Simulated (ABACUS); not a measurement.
Crystal: BaTe.

```
Ba Te
1.0
     0.00000    3.41000    3.41000
     3.41000    0.00000    3.41000
     3.41000    3.41000    0.00000
Ba Te
1 1
Direct
  0.00000 0.00000 0.00000
  0.50000 0.50000 0.50000
```

| Property | Result |
| --- | --- |
| Program | ABACUS 3.10.1 |
| Task | single point |
| Functional | PBE |
| Potentials or basis | PseudoDojo NC SR 0.4.1 PBE standard |
| Cutoff | 1129 eV |
| Density cutoff | 4517 eV |
| Basis | plane waves |
| k mesh | 7 × 7 × 7 |
| Occupations | fermi-dirac, width 0.05 eV |
| Spin | no spin polarisation |

On this cell: pressure 4.0 GPa; largest force zero by symmetry; band gap on the k mesh 1.42 eV, indirect (least direct gap 1.79 eV).

The same run follows on a disturbed copy (atoms moved at random, drawn with an rms of 0.05 Å):

```
CELL_PARAMETERS angstrom
0.00000 3.41000 3.41000
3.41000 0.00000 3.41000
3.41000 3.41000 0.00000
ATOMIC_POSITIONS crystal
Ba 0.99596 0.00704 0.99271
Te 0.50453 0.50002 0.50713
```

Q: What does the disturbed cell give?

A: The energy moves by +5.1 meV/atom; pressure 4.1 GPa; largest force 0.251 eV/Å; band gap on the k mesh 1.44 eV, indirect (least direct gap 1.80 eV).

Forces on the atoms (eV/Å):
```
Ba   0.075  0.239  0.016
Te  -0.075 -0.239 -0.016
```

Stress tensor (GPa, compression positive):
```
 3.99 -0.03  0.00
-0.03  4.23 -0.01
 0.00 -0.01  3.96
```

Caveats: this release of the barium file is off; spin-orbit coupling is left out, which moves the levels of the heavy elements; an odd mesh through Γ misses points on the zone boundary, where band edges often lie.
